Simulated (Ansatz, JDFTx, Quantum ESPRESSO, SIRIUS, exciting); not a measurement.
NaCl: programs and potentials compared

```
Cl Na
1.0
     0.00000    2.79406    2.79406
     2.79406    0.00000    2.79406
     2.79406    2.79406    0.00000
Cl Na
1 1
Cartesian
  2.7941 2.7941 2.7941
  0.0000 0.0000 0.0000
```

The cell is a database's computed one, not the measured one.

Alike in all runs: task band structure; functional PBE; k mesh 8 × 8 × 8; occupations fermi-dirac, width 0.05 eV; no spin polarisation; no spin-orbit coupling. Pressure is positive in compression and, in plane waves, holds the error of the finite cutoff. Gaps are the smaller of the mesh's and the band path's.

```csv
program and potentials,plane-wave cutoff (eV),notes,band gap (eV),pressure (GPa)
"exciting, all-electron LAPW+lo, shipped species files, valence relativity iora*",-,-,?,-
"SIRIUS, all-electron FP-LAPW (no relativity for the valence, core without relativity), apw+lo standard",-,-,5.29,-
"SIRIUS, all-electron FP-LAPW (ZORA valence), apw+lo standard",-,-,5.21,-
"JDFTx, PseudoDojo-SR-PBE-0.5-standard",1197,-,5.22,-
"Ansatz, all-electron LAPW, scalar-relativistic",-,-,5.22,1.56
"Quantum ESPRESSO, PseudoDojo 0.4.1 SR PBE standard",1197,-,5.22,1.58
"SIRIUS, all-electron FP-LAPW (Koelling-Harmon valence), apw+lo standard",-,-,5.21,-
```

Problem. Estimate from the other rows what the run with exciting, all-electron LAPW+lo, shipped species files, valence relativity iora* gave.

Solution. Band gap 5.24 eV. The other rows, which needn't bracket it: band gap 5.21 to 5.29; pressure 1.56 to 1.58.
